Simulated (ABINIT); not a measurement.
A calculation with ABINIT 10.8.3 (patched build) of MnF2 (ASE script, structure from a POSCAR):

Contents of run.py:

```python
import json, os
import numpy as np
from ase.units import GPa
from ase.calculators.abinit import Abinit, AbinitProfile
from ase.io import read

atoms = read('POSCAR')
atoms.set_initial_magnetic_moments([4.0, 4.0, 0.0, 0.0, 0.0, 0.0])

profile = AbinitProfile(command='mpirun --bind-to none -np 4 abinit', pp_paths=[os.path.abspath('pseudos')])
params = dict(
    pps='pawxml', xc='PBE',
    ecut=707.496,
    pawecutdg=1306.1465,
    pawxcdev=0,
    kptopt=1,
    ngkpt=[6, 6, 8],
    nshiftk=1,
    shiftk=[0.0, 0.0, 0.0],
    ixc=11,
    nband=37,
    occopt=3,
    tsmear=0.05,
    nstep=100,
    tolvrs=1e-09,
    prtwf=0,
    prtden=0,
)

atoms.calc = Abinit(profile=profile, directory='run', **params)
energy = atoms.get_potential_energy()
forces = atoms.get_forces()
stress = atoms.get_stress()
print(f'energy {energy:.6f} eV')
print('forces (eV/A)')
print(np.round(forces, 5))
print('stress (GPa, Voigt, tension positive)', np.round(stress / GPa, 4))
json.dump(dict(energy=energy, forces=forces.tolist(), stress=stress.tolist(), cell=atoms.cell.tolist(), frac=atoms.get_scaled_positions(wrap=False).tolist()), open('results.json', 'w'))
```

POSCAR

```
MnF2
1.0
    4.8738000000      0.0000000000      0.0000000000
    0.0000000000      4.8738000000      0.0000000000
    0.0000000000      0.0000000000      3.3107000000
Mn F
2 4
Direct
    0.5000000000      0.5000000000      0.5000000000
    0.0000000000      0.0000000000      0.0000000000
    0.8053000000      0.1947000000      0.5000000000
    0.6947000000      0.6947000000      0.0000000000
    0.1947000000      0.8053000000      0.5000000000
    0.3053000000      0.3053000000      0.0000000000
```

Potentials or basis: JTH PAW PBE v2.0.

The run is started by

```bash
$ python run.py
```

Problem. Write the same calculation in another form: native input, structure from a POSCAR.

Solution. As run:

Contents of run.abi:

```
# Pseudopotentials
pp_dirpath "./"
pseudos "Mn.GGA_PBE-JTH.xml, F.GGA_PBE-JTH.xml"

# Structure
structure "poscar:POSCAR"
natom 6

# Plane-wave basis
ecut 26.0
pawecutdg 48.0
pawxcdev 0

# k points
kptopt 1
ngkpt 6 6 8
nshiftk 1
shiftk 0.0 0.0 0.0

# Exchange and correlation
ixc 11

# Bands and occupations
nband 37
occopt 3
tsmear 0.05 eV

# Spin
nsppol 2
spinat
     0.0000000000     0.0000000000     4.0000000000
     0.0000000000     0.0000000000     4.0000000000
     0.0000000000     0.0000000000     0.0000000000
     0.0000000000     0.0000000000     0.0000000000
     0.0000000000     0.0000000000     0.0000000000
     0.0000000000     0.0000000000     0.0000000000

# SCF cycle
nstep 100
tolvrs 1.0e-9

# Output
iomode 3
prtwf 0
prtden 0
prteig 0
prtebands 0
enunit 1
```

Contents of POSCAR:

```
MnF2
1.0
    4.8738000000      0.0000000000      0.0000000000
    0.0000000000      4.8738000000      0.0000000000
    0.0000000000      0.0000000000      3.3107000000
Mn F
2 4
Direct
    0.5000000000      0.5000000000      0.5000000000  Mn
    0.0000000000      0.0000000000      0.0000000000  Mn
    0.8053000000      0.1947000000      0.5000000000  F
    0.6947000000      0.6947000000      0.0000000000  F
    0.1947000000      0.8053000000      0.5000000000  F
    0.3053000000      0.3053000000      0.0000000000  F
```

Potentials or basis: JTH PAW PBE v2.0.

Run with:

```bash
$ mpirun --bind-to none -np 4 abinit run.abi > log 2>&1
```

Both were run:

|  | ASE script, structure from a POSCAR | native input, structure from a POSCAR |
| --- | --- | --- |
| Pressure | 3.4 GPa | 3.4 GPa |
| Largest force | 0.050 eV/Å | 0.050 eV/Å |
| Band gap on the k mesh | 1.08 eV, direct | 1.08 eV, direct |
| Net moment | 10.00 μB per cell | 10.00 μB per cell |
| Site moments | Mn +4.48; F +0.09 μB | Mn +4.48; F +0.09 μB |
| Valence electrons inside the program's atomic spheres | Mn 12.98; F 5.67 | Mn 12.98; F 5.67 |

Keys that steer only the numerical path or the files written may differ.

Caveat: only a ferromagnetic start was run, and an antiferromagnetic order may lie lower in energy.
